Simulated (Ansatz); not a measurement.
**Sensitivity of the gradients in SiO2 to the input**

Cell: an entry of the Crystallography Open Database (COD; perhaps a calculated or model structure).

```cif
data_SiO2
_symmetry_space_group_name_H-M 'P4_32_12'
_symmetry_Int_Tables_number 96
_cell_length_a 4.9329
_cell_length_b 4.9329
_cell_length_c 6.4645
_cell_angle_alpha 90.000
_cell_angle_beta 90.000
_cell_angle_gamma 90.000
loop_
_atom_site_label
_atom_site_type_symbol
_atom_site_symmetry_multiplicity
_atom_site_Wyckoff_symbol
_atom_site_fract_x
_atom_site_fract_y
_atom_site_fract_z
Si Si 4 a 0.8177 0.8177 0.5000
O O 8 b 0.2683 0.3646 0.8019
```

One atom of each set is listed.

Reference run. All values are calculated (Ansatz; DFT, PBE, plane waves and PAW, scalar-relativistic, 420 eV cutoff, Γ-centred 4×4×3 k-points, Fermi–Dirac smearing 0.02 eV), not measured.

**Question.** The input is changed as follows: `basis.ecutwfc`: not typed → 58.8 Ry; `scf.convergence.dr2_threshold`: not typed → 1e-08. What happens to V_zz (10²¹ V/m²) and η?

**Answer.** 

```tsv
site	V_zz reference	η reference	V_zz changed	η changed
Si	0.69	0.24	0.69	0.24
O	9.07	0.29	9.11	0.29
```

The largest change of V_zz is on O, from 9.07 to 9.11. SCF iterations: 6 and 7. New warnings: stress scf threshold loose.

On the reference run: At this cell the principal stresses reach 6 GPa in size with PBE, which can matter for small gradients. The cell is 8 % smaller than that of α-cristobalite at ambient conditions, so the entry probably stands for a crystal under pressure.
